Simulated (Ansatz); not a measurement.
## Ni₂Si under pressure: fit and missing row

Ni₂Si, P6_3/mmc, a = 3.870 Å, c = 4.927 Å. The structure is a COD entry; whether it is the stable form wasn't checked. Ansatz: r2SCAN, PAW, 500 eV, Γ-centred 12×12×8 mesh on 6 atoms, Gaussian smearing 0.10 eV; no spin polarisation. Cell and atoms are relaxed at each pressure, and no other structure is tried, so the rows at high pressure may lie past a change of phase.

```tsv
V (Å³/atom)	P (GPa)
?	59.97
9.595	29.97
10.048	14.99
10.303	8.01
10.512	3.00
10.648	0.01
10.797	-3.01
```

Take V0 = 10.648 Å³/atom, count pressures from its P0 = 0.01 GPa, fit the third-order Birch–Murnaghan form to the other rows, and predict the missing volume.

With the Eulerian strain f = ½[(V0/V)^(2/3) − 1] and y = (P − P0)/[3f(1 + 2f)^(5/2)], the form is the line y = B0 + 1.5 B0 (B0′ − 4) f. Rows (f, y): 0.03594, 233.6; 0.01971, 230.0; 0.01110, 227.4; 0.00430, 226.9; -0.00461, 223.5. Means f = 0.01329, y = 228.28; Σ(Δf)² = 0.0009603, ΣΔfΔy = 0.2314; the slope is their ratio. y = 225.1 + 241.0 f GPa, so B0 = 225.1 GPa and B0′ = 4 + 2 × (241.0)/(3 × 225.1) = 4.71. P = 59.97 GPa is met at f = 0.06212 (y = 240.07), so V = V0 (1 + 2f)^(−3/2) = 8.933 Å³/atom. The run gave 8.926 Å³/atom, so the fit is 0.007 Å³/atom too high, 0.37 % of the span of the series, against an rms of 0.0004 Å³/atom on the fitted rows. The row lies outside the fitted range. The points of y bend away from a line: a fourth-order term fitted to them gives P = 59.86 GPa at this row's volume (the line 60.33, the run 59.97).